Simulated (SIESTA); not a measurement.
Crystal: BaZrO3.

```
Ba Zr O
1.0
     4.19134    0.00000    0.00000
     0.00000    4.19134    0.00000
     0.00000    0.00000    4.19134
Ba Zr O
1 1 3
Cartesian
  0.0000 0.0000 0.0000
  2.0957 2.0957 2.0957
  2.0957 2.0957 0.0000
  2.0957 0.0000 2.0957
  0.0000 2.0957 2.0957
```

Base run:

* Program: SIESTA 5.4.2
* Functional: PBEsol
* Potentials or basis: PseudoDojo 0.4 standard (PBEsol files)
* Basis: DZP (energy shift 0.003 Ry; two zetas on semicore shells; d shell added on Ba)
* Grid cutoff: 800 Ry
* Energy shift: 0.003 Ry
* k mesh: 6 × 6 × 6
* Occupations: fermi-dirac, width 0.05 eV
* Spin: no spin polarisation

Its results: band gap on the k mesh 2.94 eV, indirect (least direct gap 3.11 eV); pressure 1.7 GPa.

Problem. After a change of settings the same cell gave: band gap on the k mesh 2.92 eV, indirect (least direct gap 3.09 eV); pressure -2.2 GPa. Which change was it?
A. functional from PBEsol to PBE; potentials or basis from PseudoDojo 0.4 standard (PBEsol files) to PseudoDojo 0.4 standard (PBE files)
B. functional from PBEsol to LDA; potentials or basis from PseudoDojo 0.4 standard (PBEsol files) to PseudoDojo 0.4 standard (LDA files)
C. functional from PBEsol to BLYP; potentials or basis from PseudoDojo 0.4 standard (PBEsol files) to PseudoDojo 0.4 standard (PBE files)
D. functional from PBEsol to vdW-DF-cx; potentials or basis from PseudoDojo 0.4 standard (PBEsol files) to PseudoDojo 0.4 standard (PBE files)

Solution. B.

Caveats: this set's barium file shifts pressures by up to 1 GPa against other sets; spin-orbit coupling is left out, which moves the levels of the heavy elements; the basis of atomic orbitals isn't converged, which shifts pressures, moduli and gaps.

Not every run made on this cell is shown here.
